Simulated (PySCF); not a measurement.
Computed data sheet: `CCN(CC)CC` (triethylamine)

Compound: triethylamine, C₆H₁₅N.
Bonds: C1–C2, C2–N3, N3–C4, C4–C5, N3–C6, C6–C7. Hydrogens: H8, H9, H10 on C1; H11, H12 on C2; H13, H14 on C4; H15, H16, H17 on C5; H18, H19 on C6; H20, H21, H22 on C7.

Structural features include: amine.

**GFN2-xTB geometry**

```yaml
Point_group_of_the_GFN2-xTB_geometry: C1
Rotational_constants_A_B_C_of_the_GFN2-xTB_geometry: 2.851, 2.052, 1.366 GHz
```

**PBE0/pcSseg-1 ground state and GIAO shieldings, non-relativistic (PySCF)**

```yaml
Dipole_moment: 0.67 D
HOMO_energy: -5.72 eV
LUMO_energy: 1.46 eV
HOMO–LUMO_gap: 7.18 eV
Lowest_Hirshfeld_atomic_charge: -0.13 e on C1/C7
Highest_Hirshfeld_atomic_charge: +0.04 e on H8, H9, H10, H11, H12, H14, H15, H16, H17, H20, H21, H22
13C_chemical_shifts_computed_TMS_as_zero_by_class: 52.5 (C2/C4/C6), 16.5 (C1/C5/C7) ppm
1H_chemical_shifts_computed_TMS_as_zero_by_class: 2.62 (H11/H12/H13/H14/H18/H19), 1.00 (H8/H9/H10/H15/H16/H17/H20/H21/H22) ppm
Isotropic_shieldings_of_nuclei_other_than_C_and_H_by_class: 209 (N3) ppm
Mayer_bond_orders_between_heavy_atoms: C1–C2 1.04, C2–N3 1.00, N3–C4 0.97, C4–C5 1.06, N3–C6 0.93, C6–C7 1.05
```

Monoisotopic mass from the formula: 101.1204 u.

In atomic units the dipole is 0.27 e·bohr (1 au = 2.5417 D). With B = h/(8π²I), that is 505.379 GHz u Å² over I, the principal moments of inertia are 177.3, 246.3 and 370.0 u Å² (most abundant isotopes). The rotational constants make it an asymmetric top with κ = (2B − A − C)/(A − C) = -0.08, midway between the prolate (−1) and oblate (+1) limits.

One conformer (not necessarily the lowest) at the GFN2-xTB geometry, without solvent or vibrations. NMR classes are plain means over equivalent atoms (diastereotopic ones count apart unless rotation or inversion swaps them), as if these changed places fast; in this geometry the members of some classes differ.

For the NMR shielding job (PBE0/pcSseg-1), cost: about 28 s of CPU time on one thread (grids of density and orbitals included); the machine was shared, so the figure is rough.

The values belong to the conformer `[CH3:1][CH2:2][N:3]([CH2:4][CH3:5])[CH2:6][CH3:7]`: C1–C2–N3–C4 62°, C2–N3–C4–C5 151°, C2–N3–C6–C7 -109°.
